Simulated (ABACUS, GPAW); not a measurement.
Given: the input of a run of ABACUS 3.10.1 on MnS. Atoms were shifted at random by some hundredths of an Å from the given cell, which wasn't relaxed again for these runs. 

INPUT

```
INPUT_PARAMETERS
suffix              MnS
calculation         scf
basis_type          pw
pseudo_dir          ./
symmetry            1
dft_functional      pbesol
ecutwfc             97
pseudo_rcut         7
nspin               2
nbands              17
ks_solver           dav
smearing_method     fd
smearing_sigma      0.00367493
scf_thr             1e-08
scf_nmax            100
mixing_type         broyden
mixing_beta         0.4
cal_force           1
cal_stress          1
kpar                4
```

STRU

```
ATOMIC_SPECIES
Mn 54.9380 Mn.upf
S 32.0600 S.upf

LATTICE_CONSTANT
1.8897261246

LATTICE_VECTORS
0.0000000000 2.6045000000 2.6045000000
2.6045000000 0.0000000000 2.6045000000
2.6045000000 2.6045000000 0.0000000000

ATOMIC_POSITIONS
Direct

Mn
0.0
1
0.0036870000 0.0020330000 -0.0113660000 1 1 1 mag 4

S
0.0
1
0.5063840000 0.5112610000 0.4877610000 1 1 1 mag 0
```

The input KPT:

```
K_POINTS
0
Gamma
9 9 9 0 0 0
```

Potentials or basis: PseudoDojo NC SR 0.4.1 PBEsol standard, plane waves.

Run with:

```sh
$ OMP_NUM_THREADS=1 mpirun -np 4 abacus > log
```

Task: Translate it to GPAW 26.7.0 (ASE script). Potentials or basis there: PAW data sets generated for this functional, cutoff 600 eV.

Result: As run (cutoffs and basis follow the program's own potentials, and thresholds, step limits or extra output files can differ):

run.py

```python
from ase import Atoms
from ase.dft.bandgap import bandgap
from ase.io import write
from ase.units import GPa
from ase.parallel import parprint
from gpaw import GPAW, PW, setup_paths

setup_paths.insert(0, '.')

atoms = Atoms(['Mn', 'S'],
              cell=[[0.0, 2.6045, 2.6045],
                    [2.6045, 0.0, 2.6045],
                    [2.6045, 2.6045, 0.0]],
              scaled_positions=[[0.003687, 0.002033, -0.011366],
                                [0.506384, 0.511261, 0.487761]],
              pbc=True)
atoms.set_initial_magnetic_moments([4.0, 0.0])

calc = GPAW(mode=PW(600),
            xc='PBEsol',
            kpts={'size': (9, 9, 9), 'gamma': True},
            occupations={'name': 'fermi-dirac', 'width': 0.05},
            nbands=21,
            convergence={'density': 1e-05, 'energy': 1e-05},
            maxiter=150,
            txt='gpaw.txt')
atoms.calc = calc
energy = atoms.get_potential_energy()
forces = atoms.get_forces()
stress = atoms.get_stress()
calc.write('gs.gpw')
write('result.traj', atoms)
parprint(f'Energy: {energy:.6f} eV')
parprint('Forces (eV/A):')
parprint(forces.round(4))
parprint('Stress (GPa):', (stress / GPa).round(3))
parprint('Moments:', calc.get_magnetic_moments().round(3))
parprint('Fermi level:', round(calc.get_fermi_level(), 4), 'eV')
parprint(f'Gap: {bandgap(calc)[0]:.4f} eV, direct: {bandgap(calc, direct=True)[0]:.4f} eV')
```

Potentials or basis: PAW data sets generated in the run's folder for this functional, pw.

Launch:

```sh
$ gpaw-setup -f PBEsol Mn S
$ OMP_NUM_THREADS=1 mpirun -n 4 gpaw python run.py
```

Both were run:

|  | ABACUS | GPAW |
| --- | --- | --- |
| Pressure | -6.7 GPa | -7.1 GPa |
| Largest force | 0.089 eV/Å | 0.093 eV/Å |
| Net moment | 4.72 μB per cell | 4.66 μB per cell |

The magnetic state is the one that the start led to; the real crystal's order can differ.

Pressure is positive in compression.
